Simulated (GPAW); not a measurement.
Runs of GPAW 26.7.0 on Al2O3. The structure is hexagonal, space group P-6m2 (No. 187). Conventional cell: a = 2.884 Å, b = 2.884 Å, c = 9.337 Å, α = 90.00°, β = 90.00°, γ = 120.00°. Al (site symmetry 3m) has 3 O at 1.80 Å as nearest neighbours. Around O (site symmetry 3m) lie 3 Al at 1.80 Å. O (site symmetry -6m2) has 6 Al at 2.18 Å as nearest neighbours. Measurements of this composition are mostly on another form, of space group No. 167.

| task | level | potentials or basis | k mesh | cutoff (eV) | smearing | maxiter | band path | band points | response ecut | response k mesh | gap on the mesh (eV) | pressure (GPa) | largest force (eV/Å) |
| --- | --- | --- | --- | --- | --- | --- | --- | --- | --- | --- | --- | --- | --- |
| electron localisation function | PBEsol | PAW data sets generated in the run's folder for this functional, pw | 6 × 6 × 2 | 680 | fermi-dirac 0.01 eV | 150 | - | - | - | - | (c) | (b) | 0.25 |
| band structure | r2SCAN | GPAW PAW data sets (gpaw-data 1.2.1), pw | 9 × 9 × 3 | 800 | fermi-dirac 0.05 eV | 150 | GMKGALHA,LM,KH | 60 | - | - | 5.66 | (a) | 0.28 |
| dielectric tensor | LDA | the program's PAW data sets (release 1.2.1) made for this functional, pw | 9 × 9 × 3 | 600 | fermi-dirac 0.001 eV | 150 | - | - | 80 eV | 24 × 24 × 7 | 4.76 | - | - |
| single point | LDA | the program's PAW data sets (release 1.2.1) made for this functional, pw | 9 × 9 × 3 | 600 | fermi-dirac 0.05 eV | 120 | - | - | - | - | 4.76 | -9.7 | 0.35 |

Alike in all rows: no spin polarisation; cell as given.

**Question.** Fill in the values left out.

**Answer.** (a) -3.2; (b) -2.6; (c) 4.77.

Caveats: the cutoff is short for stress and forces, so pressures can be off by a GPa or more (some runs); an odd mesh through Γ misses points on the zone boundary, where band edges often lie (some runs); the PAW data sets were made with another functional, which shifts forces and pressure a little (some runs); the long-wavelength limit can be off by a per cent or two (some runs).
